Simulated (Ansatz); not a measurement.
The system is ZnSe (Stilleite).

```
Se Zn
1.0
     0.00000    2.83380    2.83380
     2.83380    0.00000    2.83380
     2.83380    2.83380    0.00000
Se Zn
1 1
Direct
  0.75000 0.75000 0.75000
  0.00000 0.00000 0.00000
```

* Program: Ansatz 0.2.0
* Task: relaxation of cell and atoms
* Functional: LDA
* Potentials or basis: Ansatz PAW
* Cutoff: 420 eV (not typed: the program's choice for these potentials)
* k mesh: 8 × 8 × 8
* Occupations: fermi-dirac, width 0.05 eV
* Spin: no spin polarisation

At the start: volume 22.76 Å³/atom.

Q: How do energy, volume and symmetry change on relaxing?

A: It ends after 5 steps and the volume is 21.57 Å³/atom (-5.2 %); space group F-43m (No. 216, to 0.05 Å).

Step by step:
| step | energy change (eV) | largest force (eV/Å) | volume (Å³) |
| --- | --- | --- | --- |
| 1 | 0.0000 | 0.0000 | 45.51 |
| 2 | -0.0254 | 0.0000 | 43.68 |
| 3 | -0.0270 | 0.0000 | 43.09 |
| 4 | -0.0270 | 0.0000 | 43.14 |
| 5 | -0.0264 | 0.0000 | 43.14 |

Final structure:
```
Se Zn
1.0
     0.00000    2.78377    2.78377
     2.78377    0.00000    2.78377
     2.78377    2.78377    0.00000
Se Zn
1 1
Direct
  0.75000 0.75000 0.75000
  0.00000 0.00000 0.00000
```

Caveat: the plane-wave basis is chosen anew once the cell has moved, so the energies of steps on either side of that aren't comparable; the PAW data sets come from PBE, with cores solved anew for the run's functional, which leaves a small shift of forces and pressure.
